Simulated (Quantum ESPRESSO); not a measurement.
**MgB2 under changes of volume**

One of the cells (9.679 Å³/atom); the others are scaled copies at fixed shape and fractional positions:

```
Mg B
1.0
     3.08500    0.00000    0.00000
    -1.54250    2.67169    0.00000
     0.00000    0.00000    3.52300
Mg B
1 2
Direct
  0.00000 0.00000 0.00000
  0.66667 0.33333 0.50000
  0.33333 0.66667 0.50000
```

| Quantity | Value |
| --- | --- |
| Program | Quantum ESPRESSO 7.5 |
| Functional | PBEsol |
| Potentials or basis | PseudoDojo 0.4.1 SR PBEsol standard |
| Cutoff | 1143 eV |
| Density cutoff | 4572 eV |
| k mesh | 10 × 10 × 8 |
| Occupations | fermi-dirac, width 0.05 eV |
| Spin | no spin polarisation |

| volume (Å³/atom) | energy over the lowest point (meV/atom) | pressure (GPa) |
| --- | --- | --- |
| 9.098 | 9.37 | 7.5 |
| 9.292 | ? | ? |
| 9.485 | 0.00 | 0.4 |
| 9.679 | 1.31 | -2.6 |
| 9.873 | 6.15 | -5.4 |
| 10.066 | 14.21 | -8.0 |
| 10.260 | 25.19 | -10.3 |

Question: What does the run at 9.292 Å³/atom give?

Answer: Energy over the lowest point 2.56 meV/atom; pressure 3.8 GPa.

Worked out: A Birch-Murnaghan fit of order 3 (a polynomial in V^(-2/3)) to the other rows has its minimum at 9.51 Å³/atom with B0 = V·E''(V) = 155 GPa and B' = 3.6 at fixed shape and positions, which overstates the stiffness. It gives 2.55 meV/atom at 9.292 Å³/atom, against the run's 2.56, and -dE/dV = 3.8 GPa, against 3.8.

Energies are extrapolated to zero smearing.
